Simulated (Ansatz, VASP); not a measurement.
# Two plane-wave programs on B

```xyz
8
Lattice="-2.7047 2.7047 2.7047 2.7047 -2.7047 2.7047 2.7047 2.7047 -2.7047" Properties=species:S:1:pos:R:3 pbc="T T T"
B    -0.8830    0.8830    0.8830
B     1.8217    1.8217    1.8217
B     0.8830   -0.8830    0.8830
B     0.8830    0.8830   -0.8830
B     1.8217   -1.8217    1.8217
B     0.8830    0.8830    0.8830
B    -1.8217    1.8217    1.8217
B     1.8217    1.8217   -1.8217
```

Alike in both runs: functional PBE; k mesh 10 × 10 × 10; occupations gaussian, width 0.1 eV; no spin polarisation.

Ansatz relaxed the structure, and its values are those at the end. VASP's run is a single point on that final structure, the one shown.

|  | VASP | Ansatz |
| --- | --- | --- |
| version | VASP 6.6.1 | Ansatz 0.2.0 |
| potentials or method | VASP PAW PBE potentials, release 64 (B) | scalar-relativistic, plane waves, PAW |
| plane-wave cutoff (eV) | 520 | 420 |
| valence electrons in the cell | 24 | 24 |

```csv
,VASP,Ansatz,Ansatz less VASP
gap on the k mesh at the Fermi level (eV),none,none,-
pressure (GPa),0.0,0.0,+0.03
```

A gap of «none» marks a metal or a gap that the smearing closes.
